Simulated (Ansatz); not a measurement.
# Structure relaxation of Ge

Level of theory: Ansatz 0.2.0, DFT PBE, scalar-relativistic, plane waves, PAW. Cutoff 420 eV, Γ-centred k mesh, Gaussian smearing, no spin polarisation in the final step.

The start puts Ge on the samarium (9R) structure type (R-3m, No. 166), at a guessed volume.

```xyz
3
Lattice="1.6817 0.9709 8.1276 -1.6817 0.9709 8.1276 0.0000 -1.9419 8.1276" Properties=species:S:1:pos:R:3 pbc="T T T"
Ge    0.0000    0.0000    0.0000
Ge    0.0000    0.0000    5.4184
Ge    0.0000    0.0000   18.9646
```

Cell and atoms relax at zero pressure; the relaxation can't lower the symmetry of the start. After a coarse first stage the cell is made exact in the group found at 0.06 Å.

Energies count from the standard state of Ge at the same level.

What does it relax into?

It keeps R-3m (No. 166). The result has the samarium (9R) structure. Conventional cell: a = 3.002 Å, c = 22.443 Å. Ge on Wyckoff site a (1 atom of the primitive cell) is coordinated by 12 Ge at 3.00–3.02 Å; Ge on Wyckoff site c (2 atoms of the primitive cell) is coordinated by 12 Ge at 3.00–3.07 Å.

```
Ge
1.0
     1.50108    0.86665    7.48087
    -1.50108    0.86665    7.48087
     0.00000   -1.73330    7.48087
Ge
3
Direct
  0.00000 0.00000 0.00000
  0.22304 0.22304 0.22304
  0.77696 0.77696 0.77696
```

What are its volume, energy, density and gap?

The volume per atom is 19.46 Å³ and the density is 6.20 g/cm³. The energy over the standard structure is 0.33 eV/atom and the gap on the 15×15×15 mesh is 0 eV (a metal).

The final run used a 15×15×15 mesh on its 3-atom cell and 0.10 eV smearing. For metals, differences of a few meV/atom aren't resolved. A structure relaxed within its symmetry needn't be a true minimum. The steps took roughly 4 core-minutes in all.